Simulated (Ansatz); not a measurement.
BeO (wurtzite)

```
CELL_PARAMETERS angstrom
      2.71181     0.00000     0.00000
     -1.35591     2.34850     0.00000
      0.00000     0.00000     4.40456
ATOMIC_POSITIONS crystal
  Be 0.66667 0.33333 0.00149
  Be 0.33333 0.66667 0.50149
  O  0.66667 0.33333 0.62371
  O  0.33333 0.66667 0.12371
```

In each cell atom 3 (O, nearest neighbour Be at 1.656 Å; its periodic images, 2.7 Å or more away, move with it) moves by s·(0.000, -0.946, -0.325) (towards the nearest neighbour), the rest being held.

Method: PBE (plane waves to 420 eV, PAW, scalar-relativistic; Ansatz, a program for electronic structure). k mesh 11×11×6 (Γ-centred), Fermi-Dirac smearing 0.05 eV. E stands for the smeared free energy. Left out: 1 of 11 points, with atoms too close for the PAW data. F∥ is the force on the atom along that direction. BeO was relaxed with its symmetry unable to fall. The zero of ΔE is the undisplaced structure.

Problem. Estimate the ΔE (eV/cell) and F∥ (eV/Å) for s (Å) = -0.300, -0.100, 0.100, 0.200, 0.300.

Solution. 
| s (Å) | ΔE (eV/cell) | F∥ (eV/Å) |
|---|---|---|
| -0.300 | 0.356 | 1.847 |
| -0.100 | 0.053 | 0.986 |
| 0.100 | 0.073 | -1.569 |
| 0.200 | 0.342 | -4.005 |
| 0.300 | 0.919 | -7.804 |

(A displaced cell: forces are minus the slopes of the energy, force constants its curvatures, and phonons follow from these.)
